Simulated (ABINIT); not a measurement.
The system is Te2Mo.

```xyz
6
Lattice="3.5182 0.0000 0.0000 -1.7591 3.0469 0.0000 0.0000 0.0000 13.9736" Properties=species:S:1:pos:R:3 pbc="T T T"
Te    1.7591    1.0156    5.2960
Te    0.0000    2.0312   12.2828
Te    1.7591    1.0156    1.6908
Te    0.0000    2.0312    8.6776
Mo    1.7591    1.0156   10.4802
Mo    0.0000    2.0312    3.4934
```

Base run:

| Property | Result |
| --- | --- |
| Program | ABINIT 10.8.3 (patched build) |
| Functional | PBEsol |
| Potentials or basis | JTH PAW PBE v2.0 |
| Cutoff | 408 eV |
| k mesh | 7 × 7 × 2 |
| Occupations | fermi-dirac, width 0.05 eV |
| Spin | no spin polarisation |

Its results: band gap on the k mesh 0.78 eV, indirect (least direct gap 1.25 eV); pressure -0.1 GPa; largest force 0.058 eV/Å.

**Question.** The run is repeated on the same cell with these changes: k mesh from 7 × 7 × 2 to 9 × 9 × 2. What comes out?

**Answer.** Band gap on the k mesh 0.72 eV, indirect (least direct gap 1.04 eV); pressure -0.1 GPa; largest force 0.058 eV/Å.

Caveats: the PAW data sets were made with another functional, which shifts forces and pressure a little; spin-orbit coupling is left out, which moves the levels of the heavy elements; this functional lacks dispersion, which binds the layers, so the pressure and a relaxed spacing across them are unreliable; an odd mesh through Γ misses points on the zone boundary, where band edges often lie (some runs).

Not every run made on this cell is shown here.
